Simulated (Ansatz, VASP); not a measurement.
## Two plane-wave programs on Re

```
Re
1.0
     2.74917    0.00000    0.00000
    -1.37458    2.38085    0.00000
     0.00000    0.00000    8.86327
Re
4
Cartesian
  -1.3746 2.3808 8.8633
  -1.3746 2.3808 4.4316
  0.0000 1.5872 2.2158
  1.3746 0.7936 6.6475
```

Alike in both runs: task single point; functional RPBE; k mesh 15 × 15 × 4; occupations fermi-dirac, width 0.1 eV; no spin polarisation.

|  | VASP | Ansatz |
| --- | --- | --- |
| version | VASP 6.6.1 | Ansatz 0.2.0 |
| potentials or method | VASP PAW PBE potentials, release 64 (Re) | plane waves (420 eV) with PAW, scalar-relativistic |
| plane-wave cutoff (eV) | 520 | 420 |
| valence electrons in the cell | 28 | 60 |

|  | VASP | Ansatz | Ansatz less VASP |
| --- | --- | --- | --- |
| pressure (GPa) | 15.4 | 15.8 | +0.46 |
| largest component of the traceless stress (GPa) | 0.17 | 0.24 | +0.071 |

The two sets of potentials don't hold the same shells in valence.

Caveats: so large a pressure means that the cell lies far from this level's equilibrium, or that cutoff or potentials fall short (VASP); the potentials were made for another functional, which shifts forces and pressure (VASP). Spin-orbit coupling is left out, which matters for the levels of Re.
